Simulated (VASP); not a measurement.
This VASP 6.6.1 run on HfB needs a look.

Contents of INCAR:

```
ALGO     = Normal         # electronic algorithm
EDIFF    = 1E-7           # SCF threshold, eV
ENCUT    = 900            # plane-wave cutoff, eV
GGA      = PS             # functional
ISIF     = 2              # what is computed and relaxed
ISMEAR   = 0              # smearing method
ISPIN    = 2              # spin polarisation
IVDW     = 13             # dispersion correction
LASPH    = True           # aspherical terms in the spheres
LCHARG   = True           # write CHGCAR
LDAU     = True           # DFT+U
LDAUJ    = 0.5 0        
LDAUL    = 2 -1           # shell
LDAUPRINT= 1            
LDAUTYPE = 2            
LDAUU    = 4.5 0          # U, eV
LELF     = True           # ELF
LMAXMIX  = 4              # l up to which the mixer works
LREAL    = False          # projectors in reciprocal space
LWAVE    = False          # write WAVECAR
NELM     = 70             # most SCF steps
NUPDOWN  = 60             # fixed moment
PREC     = Accurate       # precision mode
SIGMA    = 0.01           # smearing width, eV
```

KPOINTS

```
k-points
0
Gamma
  10 10 10
```

File POSCAR:

```
HfB
1.0
    0.0000000000      2.2787799567      2.2787799567
    2.2787799567      0.0000000000      2.2787799567
    2.2787799567      2.2787799567      0.0000000000
Hf B
1 1
Direct
    0.5000000000      0.5000000000      0.5000000000
    0.0000000000      0.0000000000      0.0000000000
```

Potentials or basis: VASP PAW PBE potentials, release 64 (Hf_pv, B_h).

Command:

```bash
$ cat potpaw_PBE.64/Hf_pv/POTCAR potpaw_PBE.64/B_h/POTCAR > POTCAR
$ mpirun -np 1 vasp_std > vasp.out
```

OUTCAR:

```text
EDIFF = 1E-7
   ENCUT = 900
   GGA = PS
   ISIF = 2
   ISMEAR = 0
   ISPIN = 2
   IVDW = 13
   LASPH = True
   LREAL = False
   NELM = 70
   NUPDOWN = 60
   PREC = Accurate

 ion  position               nearest neighbor table
   1  0.500  0.500  0.500-   2 2.28   2 2.28   2 2.28   2 2.28   2 2.28   2 2.28
   2  0.000  0.000  0.000-   1 2.28   1 2.28   1 2.28   1 2.28   1 2.28   1 2.28

[... 204 lines left out ...]
  0.7231  0.0000  0.0000  0.0000  0.0000
  0.0000  0.7231  0.0000  0.0000  0.0000
  0.0000  0.0000  0.7231  0.0000  0.0000
  0.0000  0.0000  0.0000  0.7231  0.0000
  0.0000  0.0000  0.0000  0.0000  0.7231

spin component  2

 -0.3616  0.0000  0.0000  0.0000  0.0000
  0.0000 -0.3616  0.0000  0.0000  0.0000
  0.0000  0.0000 -0.3616  0.0000  0.0000
  0.0000  0.0000  0.0000 -0.3616  0.0000
  0.0000  0.0000  0.0000  0.0000 -0.3616

 occupancies and eigenvectors

  o = -0.3616  v =  0.0000  0.0000  0.0000  0.0000  0.0000  1.0000  0.0000  0.0000  0.0000  0.0000      0.0000  0.0000  0.0000  0.0000  0.0000  0.0000  0.0000  0.0000  0.0000  0.0000
  o = -0.3616  v =  0.0000  0.0000  0.0000  0.0000  0.0000  0.0000  1.0000  0.0000  0.0000  0.0000      0.0000  0.0000  0.0000  0.0000  0.0000  0.0000  0.0000  0.0000  0.0000  0.0000
  o = -0.3616  v =  0.0000  0.0000  0.0000  0.0000  0.0000  0.0000  0.0000  1.0000  0.0000  0.0000      0.0000  0.0000  0.0000  0.0000  0.0000  0.0000  0.0000  0.0000  0.0000  0.0000
  o = -0.3616  v =  0.0000  0.0000  0.0000  0.0000  0.0000  0.0000  0.0000  0.0000  1.0000  0.0000      0.0000  0.0000  0.0000  0.0000  0.0000  0.0000  0.0000  0.0000  0.0000  0.0000
  o = -0.3616  v =  0.0000  0.0000  0.0000  0.0000  0.0000  0.0000  0.0000  0.0000  0.0000  1.0000      0.0000  0.0000  0.0000  0.0000  0.0000  0.0000  0.0000  0.0000  0.0000  0.0000
  o =  0.7231  v =  1.0000  0.0000  0.0000  0.0000  0.0000  0.0000  0.0000  0.0000  0.0000  0.0000      0.0000  0.0000  0.0000  0.0000  0.0000  0.0000  0.0000  0.0000  0.0000  0.0000
  o =  0.7231  v =  0.0000  1.0000  0.0000  0.0000  0.0000  0.0000  0.0000  0.0000  0.0000  0.0000      0.0000  0.0000  0.0000  0.0000  0.0000  0.0000  0.0000  0.0000  0.0000  0.0000
  o =  0.7231  v =  0.0000  0.0000  1.0000  0.0000  0.0000  0.0000  0.0000  0.0000  0.0000  0.0000      0.0000  0.0000  0.0000  0.0000  0.0000  0.0000  0.0000  0.0000  0.0000  0.0000
  o =  0.7231  v =  0.0000  0.0000  0.0000  1.0000  0.0000  0.0000  0.0000  0.0000  0.0000  0.0000      0.0000  0.0000  0.0000  0.0000  0.0000  0.0000  0.0000  0.0000  0.0000  0.0000
  o =  0.7231  v =  0.0000  0.0000  0.0000  0.0000  1.0000  0.0000  0.0000  0.0000  0.0000  0.0000      0.0000  0.0000  0.0000  0.0000  0.0000  0.0000  0.0000  0.0000  0.0000  0.0000
```

On the terminal:

```text
POSCAR found type information on POSCAR HfB
 POSCAR found :  2 types and       2 ions
[... 33 lines left out ...]
 WAVECAR not read
 entering main loop
```

How did it end, and where is the flaw?

The run was cut off at its time limit. The input holds a flaw that was put in on purpose: moment fixed beyond the electrons at hand (ISPIN = 2; NUPDOWN = 60).
